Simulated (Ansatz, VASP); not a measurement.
# C20N: VASP beside Ansatz

Aim: how closely do two programs agree when they are given the same cell, functional and k mesh? The cell is taken from a series of runs on this material, whose earlier steps may have relaxed, scaled, displaced or heated it; both programs get it as it stands.

Main program and level: Ansatz 0.2.0; plane waves, with VASP 6.6.1 beside it; single point at PBE0.

## Step 1: The starting structure

The cell holds 63 atoms: 60 C and 3 N. Its edges and angles: a = 7.108 Å, b = 7.108 Å, c = 7.108 Å, α = 90.0°, β = 90.0°, γ = 90.0°. It derives from C (C (Fd-3m)). Nearest the centre at fractional (0.500, 0.500, 0.500): C57 at 1.62 Å, N62 at 1.71 Å, N61 at 1.71 Å, N63 at 1.72 Å, C26 at 2.48 Å, C25 at 2.48 Å, C47 at 2.48 Å, C39 at 2.49 Å.

## Step 2: Ansatz: single point, PBE0

Ansatz runs on its default PAW (the set named soft_2) files.

A single point gives forces, pressure and levels at one fixed geometry, so differences don't come from the geometry; what else differs is listed under the comparison.

File input.yaml:

```yaml
crystal:
  lattice:
    - [7.107606, 0.0, 0.0]
    - [0.0, 7.107606, 0.0]
    - [0.0, 0.0, 7.107606]
  atoms:
    - { symbol: C, position: [0.00056036348, -0.0009077027, -0.0002132684] }
    - { symbol: C, position: [0.0022741428, 0.24994696235, 0.25064515199] }
    - { symbol: C, position: [0.25142294789, 0.00081008646, 0.2506438887] }
    - { symbol: C, position: [0.25141146564, 0.24995244478, 0.00150336181] }
    - { symbol: C, position: [0.1256239078, 0.12415610093, 0.1248535831] }
    - { symbol: C, position: [0.12791581461, 0.37668083557, 0.37737858165] }
    - { symbol: C, position: [0.37815738859, 0.12645393273, 0.37737562962] }
    - { symbol: C, position: [0.37814847092, 0.37668591835, 0.12714378769] }
    - { symbol: C, position: [0.00192017198, 0.0004599101, 0.50091882241] }
    - { symbol: C, position: [-0.00072817777, 0.24991102731, 0.74902297538] }
    - { symbol: C, position: [0.25136320432, -0.00219707022, 0.74902892415] }
    - { symbol: C, position: [0.25218324877, 0.2507152633, 0.50527582356] }
    - { symbol: C, position: [0.1239168643, 0.12245541905, 0.62455465987] }
    - { symbol: C, position: [0.12420803728, 0.37388080785, 0.87579035416] }
    - { symbol: C, position: [0.37533652085, 0.12274008758, 0.87579405471] }
    - { symbol: "N", position: [0.36073513251, 0.35926973111, 0.6371028239] }
    - { symbol: C, position: [0.00192305264, 0.50022990233, 0.00115021041] }
    - { symbol: C, position: [-0.00072559394, 0.7483399452, 0.25059562755] }
    - { symbol: C, position: [0.25217953037, 0.50458442931, 0.25141474223] }
    - { symbol: C, position: [0.25137545363, 0.74833182077, -0.00150096324] }
    - { symbol: C, position: [0.1239227959, 0.62386420312, 0.12314680091] }
    - { symbol: C, position: [0.12420952322, 0.87510413242, 0.37456917047] }
    - { symbol: "N", position: [0.36073297947, 0.6364083043, 0.35996609841] }
    - { symbol: C, position: [0.37534782564, 0.87509678663, 0.12343556707] }
    - { symbol: C, position: [3.664442e-05, 0.49975659666, 0.50044718684] }
    - { symbol: C, position: [0.00250016856, 0.74899751454, 0.74969723733] }
    - { symbol: C, position: [0.25356682238, 0.49536626536, 0.74771384954] }
    - { symbol: C, position: [0.25355488546, 0.74701648498, 0.49605946585] }
    - { symbol: C, position: [0.12830463178, 0.62157282085, 0.62227230201] }
    - { symbol: C, position: [0.12601589597, 0.873184583, 0.87388449589] }
    - { symbol: C, position: [0.37846804994, 0.62285666258, 0.87192989062] }
    - { symbol: C, position: [0.37845675158, 0.87123818085, 0.62354662683] }
    - { symbol: C, position: [0.50169601642, 0.00045926003, 0.00115102114] }
    - { symbol: C, position: [0.506051467, 0.25071893594, 0.25140319345] }
    - { symbol: C, position: [0.74979752335, -0.00219728338, 0.25059697947] }
    - { symbol: C, position: [0.74980555652, 0.24990306788, -0.00150246812] }
    - { symbol: C, position: [0.62533066486, 0.12245428649, 0.12314539185] }
    - { symbol: "N", position: [0.63786653653, 0.35927751374, 0.35996930609] }
    - { symbol: C, position: [0.87655678591, 0.12274228384, 0.37457145413] }
    - { symbol: C, position: [0.87656865834, 0.37387751301, 0.12343562336] }
    - { symbol: C, position: [0.5012205109, -0.001428038, 0.50044892813] }
    - { symbol: C, position: [0.49682265751, 0.25209254219, 0.74771450329] }
    - { symbol: C, position: [0.75047269905, 0.00104050576, 0.74969501239] }
    - { symbol: C, position: [0.7484780435, 0.25209858421, 0.49605586602] }
    - { symbol: C, position: [0.62303493562, 0.12684005851, 0.62226932307] }
    - { symbol: C, position: [0.62431860794, 0.37698961727, 0.87193027324] }
    - { symbol: C, position: [0.8746612786, 0.12455582299, 0.87388155061] }
    - { symbol: C, position: [0.87269627158, 0.37699834056, 0.62354448755] }
    - { symbol: C, position: [0.50122402265, 0.49975381874, -0.00073326183] }
    - { symbol: C, position: [0.49682625505, 0.74701477044, 0.25279348993] }
    - { symbol: C, position: [0.74849049795, 0.49536512687, 0.25278933685] }
    - { symbol: C, position: [0.75046474428, 0.74900195172, 0.00173184213] }
    - { symbol: C, position: [0.62304255186, 0.62157118661, 0.12753582768] }
    - { symbol: C, position: [0.62431919884, 0.87123428547, 0.37769102755] }
    - { symbol: C, position: [0.87270851372, 0.62285964631, 0.37768841469] }
    - { symbol: C, position: [0.87465363684, 0.873192077, 0.12524277053] }
    - { symbol: C, position: [0.5077832923, 0.74774828469, 0.74843310252] }
    - { symbol: C, position: [0.74920420196, 0.50631726589, 0.74843862351] }
    - { symbol: C, position: [0.74921048406, 0.74774204599, 0.50701306282] }
    - { symbol: C, position: [0.63254000088, 0.63107208612, 0.63176805943] }
    - { symbol: C, position: [0.62443596341, 0.87584970214, 0.87653775759] }
    - { symbol: C, position: [0.87730558555, 0.62296530073, 0.87654109463] }
    - { symbol: C, position: [0.87731437154, 0.87584559245, 0.62366038394] }
  host:
    repeats: [2, 2, 2]
    atoms:
      - { symbol: C, position: [0.0, 0.0, 0.0] }
      - { symbol: C, position: [0.0, 0.5, 0.5] }
      # ... 6 more atoms of the perfect host
basis:
  ecutwfc: 420
  xc_grid: 2
hamiltonian:
  xc: pbe0
kpoints:
  mp_grid: { grid: [1, 1, 1] }
magnetization:
  spin_polarized: true
  initial_magnetization: 1
  spin_locking: { lock_magnetization: hard }
scf:
  occupations: { method: fermi_dirac, width: 0.01 }
  max_iter: 60
  n_extra_bands: 16
  lower_state_search: "off"
output:
  forces: true
checkpoint:
  read: "../exc.ground.q0_M1.run"
  write: "../exc0_q0_M1.ground.l1.6.run"
  compress: false
  write_wavefunctions: false
  write_every: 100000
```

The run is started by

```sh
> ansatz run input.yaml --threads 4 --pin off --max-ram 11304MiB --backend cpu --events-out ev --progress --plain --runs-dir out
```

The log of the run:

```text
Warning: the atoms were moved onto the symmetric positions of the space group found under crystal.symmetry.tolerance 1.0e-5 (fractional; no operation is sought that the atoms, as they stand in a round, miss by more than twice it, and no atom is moved by as much as it), and the run uses the moved positions. Before a round's move an operation carried an atom to 1.08e-4 Å from where it should land, the largest such dist [...]
[...]
Free energy (F): -16197.670273 eV
Frozen-core exchange: fock
Harris-Foulkes:  -16197.670273 eV  (|F-HF|=2.26e-10)
Internal energy: -16197.670273 eV  (E = F + TS)
E sigma→0 (E₀):  -16197.670273 eV
Fermi energy:    14.514462 (↑ 15.589785, ↓ 14.509026) eV
--- Per-component energies (eV) ---
  E_band       = 567.963320
  E_kinetic    = 5956.814512
  E_local      = -4288.699045  (includes V_loc(G=0)·N_el)
  E_nonlocal   = 1702.623057
  E_hartree    = 998.084405
  E_xc         = -2408.947814
  E_vxc        = -2991.101382  (∫ρ·V_xc dr)
  E_exx        = -697.517655  (= α·E_x^exact, valence–valence)
  E_paw        = -6340.061471  (= ΣΔE_a)
  E_vpaw       = -412.808463  (= ΣTr[D̂ρ^β])
  E_aug_tail   = 0.000800  (compensation charges beyond the density's cutoff)
  E_ewald      = -11118.871038
  E_core_change = -1.096026  (= ΣΔE_core)
  E_smearing   = -0.000000  (= −TS)
  E_closure    = -0.000000  (closes the sum)
  Σ components = -16197.670273   (vs F -16197.670273, Δ=-1.82e-12)
--- Forces (eV/Å), atoms counted from 1 ---
  atom   1  C     -0.10586058    -0.10586058    -0.10586058
  atom   2  C     -0.09358413    -0.20706724    -0.20706724
  atom   3  C     -0.20706724    -0.09358413    -0.20706724
  atom   4  C     -0.20706724    -0.20706724    -0.09358413
  atom   5  C      0.25155486     0.25155486     0.25155486
  atom   6  C      0.14038961     0.09432533     0.09432533
  atom   7  C      0.09432533     0.14038961     0.09432533
  atom   8  C      0.09432533     0.09432533     0.14038961
  atom   9  C     -0.59349120    -0.59349120    -0.73619464
  atom  10  C     -0.20928990    -0.17208278     0.07426601
  atom  11  C     -0.17208278    -0.20928990     0.07426601
  atom  12  C     -0.41611921    -0.41611921    -0.16901739
  atom  13  C      0.29626271     0.29626271     0.11239131
  atom  14  C      0.33547341     0.57811460     0.15318960
  atom  15  C      0.57811460     0.33547341     0.15318960
  atom  16  N      1.11326591     1.11326591     0.15733454
  atom  17  C     -0.59349120    -0.73619464    -0.59349120
  atom  18  C     -0.20928990     0.07426601    -0.17208278
  atom  19  C     -0.41611921    -0.16901739    -0.41611921
  atom  20  C     -0.17208278     0.07426601    -0.20928990
  atom  21  C      0.29626271     0.11239131     0.29626271
  atom  22  C      0.33547341     0.15318960     0.57811460
  atom  23  N      1.11326591     0.15733454     1.11326591
  atom  24  C      0.57811460     0.15318960     0.33547341
[...]
atom  56  C      0.19547329     0.19547329     0.17858956
  atom  57  C     -2.27639546     0.00063771     0.00063771
  atom  58  C      0.00063771    -2.27639546     0.00063771
  atom  59  C      0.00063771     0.00063771    -2.27639546
  atom  60  C      1.16223111     1.16223111     1.16223111
  atom  61  C      0.92592934    -0.11950790    -0.11950790
  atom  62  C     -0.11950790     0.92592934    -0.11950790
  atom  63  C     -0.11950790    -0.11950790     0.92592934
  max |Σ_I F_I| component: 3.90e-5 eV/Å
--- Band table (eV) ---
  k-point 0 ↑: bands = ["-11.8174", "-10.0895", "-10.0895", "-9.5995", "-9.0917", "-9.0917", "-8.9049", "-7.8159", "-7.8159", "-7.2425", "-6.7762", "-6.7762", "-6.6809", "-6.6809", "-6.6478", "-6.6122", "-6.5553", "-6.5553", "-6.2082", "-5.5048", "-5.5048", "-5.4965", "-5.2220", "-2.7096", "-2.7096", "-2.6721", "-2.5896", "-2.5896", "-2.5360", "-2.2011", "-2.2011", "-2.0269", "-1.7693", "-1.6088", "-1.6088", "-1.4141 [...]
  k-point 0 ↓: bands = ["-11.7964", "-10.0682", "-10.0682", "-9.5636", "-9.0806", "-9.0806", "-8.8328", "-7.8044", "-7.8044", "-7.1783", "-6.7663", "-6.7663", "-6.6673", "-6.6673", "-6.6449", "-6.5978", "-6.5398", "-6.5398", "-6.1168", "-5.4928", "-5.4928", "-5.4788", "-5.1119", "-2.6939", "-2.6939", "-2.6525", "-2.5783", "-2.5783", "-2.5211", "-2.1883", "-2.1883", "-1.9253", "-1.7559", "-1.5879", "-1.5879", "-1.4129 [...]
  guard bands above this table: 15 of the run's 144 bands. The solve was not asked for them (output.publish_guard_bands: true or output.eigenvalues: true publishes all)
```

## Step 3: VASP: single point, PBE0

The same cell, functional, mesh and smearing now go to VASP, with its own data sets.

Lines of VASP's logs that name or quote its potential files are left out, and so is its time.

The run reads the wave functions of an earlier VASP run, which isn't shown here.

File INCAR:

```
SYSTEM = C20N
PREC = Accurate
ENCUT = 520
EDIFF = 1E-06
NELM = 100
ISMEAR = -1
SIGMA = 0.01
LREAL = Auto
ALGO = Normal
LHFCALC = .TRUE.
AEXX = 0.25
GGA = PE
LASPH = .TRUE.
NBANDS = 171
ISPIN = 2
MAGMOM = 0 -0 -0 -0 0 0 0 0 0 -0 -0 0 0 0 0 0 -0 0 -0 0 0 0 -0 -0 -0 -0 0 0 0.01 0.01 0 0 -0 -0 0 0 0 -0 -0 -0 -0 0 0.01 0 0.01 -0 -0 -0 -0 0 0.01 0.01 0 -0.01 -0.01 -0.01 0.33 0.03 0.03 0.03 0.02 0.02 0.02
PRECFOCK = Fast
LORBIT = 11
LWAVE = .FALSE.
LCHARG = .FALSE.
ISIF = 2
NUPDOWN = 1
```

File POSCAR:

```
C20N
1.0
    7.1076060000      0.0000000000      0.0000000000
    0.0000000000      7.1076060000      0.0000000000
    0.0000000000      0.0000000000      7.1076060000
C N
60 3
Direct
    0.0005603635      0.9990922973      0.9997867316
    0.0022741428      0.2499469624      0.2506451520
    0.2514229479      0.0008100865      0.2506438887
    0.2514114656      0.2499524448      0.0015033618
    0.1256239078      0.1241561009      0.1248535831
    0.1279158146      0.3766808356      0.3773785817
    0.3781573886      0.1264539327      0.3773756296
    0.3781484709      0.3766859183      0.1271437877
    0.0019201720      0.0004599101      0.5009188224
    0.9992718222      0.2499110273      0.7490229754
    0.2513632043      0.9978029298      0.7490289242
    0.2521832488      0.2507152633      0.5052758236
    0.1239168643      0.1224554191      0.6245546599
    0.1242080373      0.3738808078      0.8757903542
    0.3753365209      0.1227400876      0.8757940547
    0.0019230526      0.5002299023      0.0011502104
    0.9992744061      0.7483399452      0.2505956276
    0.2521795304      0.5045844293      0.2514147422
    0.2513754536      0.7483318208      0.9984990368
    0.1239227959      0.6238642031      0.1231468009
    0.1242095232      0.8751041324      0.3745691705
    0.3753478256      0.8750967866      0.1234355671
    0.0000366444      0.4997565967      0.5004471868
    0.0025001686      0.7489975145      0.7496972373
    0.2535668224      0.4953662654      0.7477138495
    0.2535548855      0.7470164850      0.4960594659
    0.1283046318      0.6215728208      0.6222723020
    0.1260158960      0.8731845830      0.8738844959
    0.3784680499      0.6228566626      0.8719298906
    0.3784567516      0.8712381809      0.6235466268
    0.5016960164      0.0004592600      0.0011510211
    0.5060514670      0.2507189359      0.2514031935
    0.7497975234      0.9978027166      0.2505969795
    0.7498055565      0.2499030679      0.9984975319
    0.6253306649      0.1224542865      0.1231453918
    0.8765567859      0.1227422838      0.3745714541
    0.8765686583      0.3738775130      0.1234356234
    0.5012205109      0.9985719620      0.5004489281
    0.4968226575      0.2520925422      0.7477145033
    0.7504726990      0.0010405058      0.7496950124
    0.7484780435      0.2520985842      0.4960558660
    0.6230349356      0.1268400585      0.6222693231
    0.6243186079      0.3769896173      0.8719302732
    0.8746612786      0.1245558230      0.8738815506
    0.8726962716      0.3769983406      0.6235444875
    0.5012240227      0.4997538187      0.9992667382
    0.4968262550      0.7470147704      0.2527934899
    0.7484904979      0.4953651269      0.2527893369
    0.7504647443      0.7490019517      0.0017318421
    0.6230425519      0.6215711866      0.1275358277
    0.6243191988      0.8712342855      0.3776910275
    0.8727085137      0.6228596463      0.3776884147
    0.8746536368      0.8731920770      0.1252427705
    0.5077832923      0.7477482847      0.7484331025
    0.7492042020      0.5063172659      0.7484386235
    0.7492104841      0.7477420460      0.5070130628
    0.6325400009      0.6310720861      0.6317680594
    0.6244359634      0.8758497021      0.8765377576
    0.8773055855      0.6229653007      0.8765410946
    0.8773143715      0.8758455924      0.6236603839
    0.3607351325      0.3592697311      0.6371028239
    0.3607329795      0.6364083043      0.3599660984
    0.6378665365      0.3592775137      0.3599693061
```

File KPOINTS:

```
Automatic mesh
0
Gamma
1 1 1
0 0 0
```

Potentials, in the order of the species: C and N (PBE family, release 64).

The run is started by

```sh
> export OMP_NUM_THREADS=3
> mpirun -np 1 vasp_gam
```

The log of the run:

```text
[banner, memory and clock lines left out]
running    1 mpi-ranks, on    1 nodes
[...]
Offloading initialized ...    1 GPUs detected
[...]
LDA part: xc-table for (Slater+PW92), standard interpolation
 found WAVECAR, reading the header
 POSCAR, INCAR and KPOINTS ok, starting setup
[...]
reading WAVECAR
 the WAVECAR file was read successfully
 initial charge from wavefunction
 entering main loop
       N       E                     dE             d eps       ncg     rms          rms(c)
DAV:   1    -0.689521115750E+03   -0.68952E+03   -0.83651E+00   728   0.786E+00    0.405E+00
DAV:   2    -0.689568016817E+03   -0.46901E-01   -0.19943E-01   776   0.111E+00    0.251E+00
DAV:   3    -0.689550571281E+03    0.17446E-01   -0.23595E-02   832   0.411E-01    0.137E+00
DAV:   4    -0.689545836743E+03    0.47345E-02   -0.82048E-03   808   0.234E-01    0.727E-01
[...]
DAV:   9    -0.689543883653E+03    0.10772E-04   -0.62755E-06   792   0.785E-03    0.359E-02
DAV:  10    -0.689543881033E+03    0.26199E-05   -0.20375E-06   533   0.441E-03    0.200E-02
DAV:  11    -0.689543880621E+03    0.41146E-06   -0.66063E-07   429   0.270E-03
   1 F= -.68954388E+03 E0= -.68954388E+03  d E =-.108534E-14  mag=     1.0000
```

OUTCAR, selected parts (step 3):

```text
  FREE ENERGIE OF THE ION-ELECTRON SYSTEM (eV)
  ---------------------------------------------------
  free  energy   TOTEN  =      -689.5438806215 eV

  energy  without entropy=     -689.5438806215  energy(sigma->0) =     -689.54388062

 magnetization (x)
# of ion       s       p       d       tot
------------------------------------------
    1       -0.000   0.000   0.000   0.000
    2        0.000  -0.000   0.000  -0.000
    3        0.000  -0.000   0.000  -0.000
    4        0.000  -0.000   0.000  -0.000
    5        0.000   0.001   0.000   0.001
    6        0.000   0.001   0.000   0.001
    7        0.000   0.001   0.000   0.001
    8        0.000   0.001   0.000   0.001
    9       -0.000   0.004   0.000   0.004
   10       -0.000  -0.001   0.000  -0.001
   11       -0.000  -0.001   0.000  -0.001
   12       -0.000   0.002   0.000   0.002
   13        0.000   0.005   0.000   0.005
[...]
--------------------------------------------------
tot          0.076   0.577   0.000   0.653

[... 1 further part left out ...]
```

The run ends at a pressure of -2.01 GPa, with forces up to 2.3 eV/Å.

## Step 4: Side by side

Known differences besides the potentials themselves: exact exchange at q = 0 is treated differently, which shows on coarse meshes; VASP keeps PBE cores, Ansatz makes them for the functional; the cutoff is 420 eV in Ansatz and 520 eV in VASP (PREC = Accurate, projectors in real space); VASP takes a coarser grid for exact exchange (PRECFOCK = Fast); site moments are counted in spheres of each program's own size. Total energies have different zeros and are not compared.

Both answers:

| quantity | Ansatz | VASP | difference |
| --- | --- | --- | --- |
| total moment, fixed by the input (μB) | 1.00 | 1.00 | 0.00 |
| moment on C57 (μB) | 0.33 | 0.44 | -0.12 |

Forces on 9 of the 63 atoms, those with the largest forces and the largest differences (eV/Å; atoms numbered as in POSCAR):

| atom | Ansatz x, y, z | VASP x, y, z |
| --- | --- | --- |
| C18 | -0.416, -0.169, -0.416 | -0.414, -0.201, -0.417 |
| C32 | -0.169, -0.416, -0.416 | -0.200, -0.421, -0.421 |
| C54 | -2.276, 0.001, 0.001 | -2.274, 0.005, 0.004 |
| C55 | 0.001, -2.276, 0.001 | 0.001, -2.273, 0.001 |
| C56 | 0.001, 0.001, -2.276 | -0.001, 0.006, -2.272 |
| C57 | 1.162, 1.162, 1.162 | 1.129, 1.129, 1.129 |
| N61 | 1.113, 1.113, 0.157 | 1.118, 1.116, 0.160 |
| N62 | 1.113, 0.157, 1.113 | 1.117, 0.159, 1.118 |
| N63 | 0.157, 1.113, 1.113 | 0.162, 1.117, 1.115 |

The forces differ by 8.9 meV/Å r.m.s., which is 1.8 % of the r.m.s. force of 0.496 eV/Å (both taken over all components).

## Step 5: Results

| Quantity | Value |
| --- | --- |
| r.m.s. force difference (single point, PBE0) | 1.8 % of the r.m.s. force |

What this shows: The r.m.s. force difference is 1.8 % of the r.m.s. force (single point, PBE0), within the 3 % picked in this series as the mark of a large difference. How closely two codes agree says nothing of how well the functional describes the real material.

[Lines on the potential files, build, host, timing and source positions are cut from VASP's logs without a mark.]

[Logs are printed without paths, hosts, clocks, repeated set-up lines and the standing remarks that a program may print on its own settings, such as how far it seeks lower states.]

[Hosts, paths, dates, database ids (printed as entryN), source tags and the programs' standing remarks are cut or masked in the printed files.]
